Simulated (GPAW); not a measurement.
**Ir: relaxation of cell and atoms with PBEsol**

Crystal: Ir.

```xyz
2
Lattice="2.7514 0.0000 0.0000 -1.3757 2.3828 0.0000 0.0000 0.0000 4.4623" Properties=species:S:1:pos:R:3 pbc="T T T"
Ir    0.0000    1.5885    1.1156
Ir    1.3757    0.7943    3.3467
```

This isn't the form of Ir at room conditions, which is fcc.

- Program: GPAW 26.7.0
- Task: relaxation of cell and atoms
- Functional: PBEsol
- Potentials or basis: PAW data sets generated in the run's folder for this functional
- Cutoff: 600 eV
- Basis: pw
- k mesh: 8 × 8 × 5
- Occupations: fermi-dirac, width 0.05 eV
- Spin: no spin polarisation
- Maxiter: 150
- Optimizer: BFGS
- Fmax: 0.02 eV/Å
- Max steps: 60
- Convergence: density=1e-05 forces=0.0001

* Relaxed volume: 14.11 Å³/atom
* Relaxed cell: a = 2.722 Å, b = 2.722 Å, c = 4.396 Å, α = 90.00°, β = 90.00°, γ = 120.00°
* Space group after relaxing (to 0.05 Å): P6_3/mmc (No. 194)
* Energy gained by relaxing: 21.4 meV/atom
* Ionic steps: 6
* Pressure after relaxing: -0.1 GPa
* Band gap on the k mesh: none (metal or under the smearing width)

The path:
```tsv
step	energy change (eV)	largest force (eV/Å)	pressure (GPa)	volume (Å³)
1	0.0000	0.0000	-12.61	29.25
2	-0.0380	0.0000	-4.35	28.54
3	-0.0426	0.0000	0.29	28.18
4	-0.0427	0.0000	0.03	28.20
5	-0.0427	0.0000	-0.11	28.21
6	-0.0428	0.0000	-0.06	28.21
```

Final structure:
```
Ir
1.0
     2.72209    0.00000    0.00000
    -1.36104    2.35740    0.00000
     0.00000    0.00000    4.39626
Ir
2
Cartesian
  0.0000 1.5716 1.0991
  1.3610 0.7858 3.2972
```

Levels at points of the mesh, in eV from the Fermi level:
| k point | band 13 | band 14 | band 15 | band 16 | band 17 | band 18 |
| --- | --- | --- | --- | --- | --- | --- |
| (0.00, 0.00, 0.00) | -3.19 | -2.41 | -2.41 | -0.82 | 0.30 | 0.30 |
| (0.50, 0.50, 0.00) | -2.97 | 0.73 | 1.05 | 1.16 | 2.99 | 4.44 |

Wall time 56 s on 1 thread of AMD EPYC 7R43 64-Core Processor (Zen 3), with other jobs on the host, peak memory 0.23 GiB.

Caveat: later steps reuse the first step's grids. The run has no spin-orbit coupling, so splittings on Ir are missing.
